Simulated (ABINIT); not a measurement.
MgO:

```xyz
2
Lattice="0.0000 2.0970 2.0970 2.0970 0.0000 2.0970 2.0970 2.0970 0.0000" Properties=species:S:1:pos:R:3 pbc="T T T"
Mg    0.0000    0.0000    0.0000
O     2.0970    2.0970    2.0970
```

The cell is a database's computed one.

Program: ABINIT 10.8.3 (patched build). Alike in all runs: task band structure; potentials or basis JTH PAW PBE v2.0; no spin polarisation; cell as given; k mesh 11 × 11 × 11; cutoff (eV) 762; smearing fermi-dirac 0.05 eV.

Q: Order these runs on this cell by their band gap on the k mesh, lowest first.
A. level revPBE
B. level r2SCAN
C. level PBEsol
D. level BLYP
E. level TB-mBJ

A: C (4.76 eV), A (4.95 eV), D (5.13 eV), B (5.77 eV), E (7.09 eV).

Caveats: the constant c of TB-mBJ comes from the pseudo density here, which moves gaps by up to 0.3 eV between sets of potentials (some runs).

Runs at the PBE level aren't shown here.
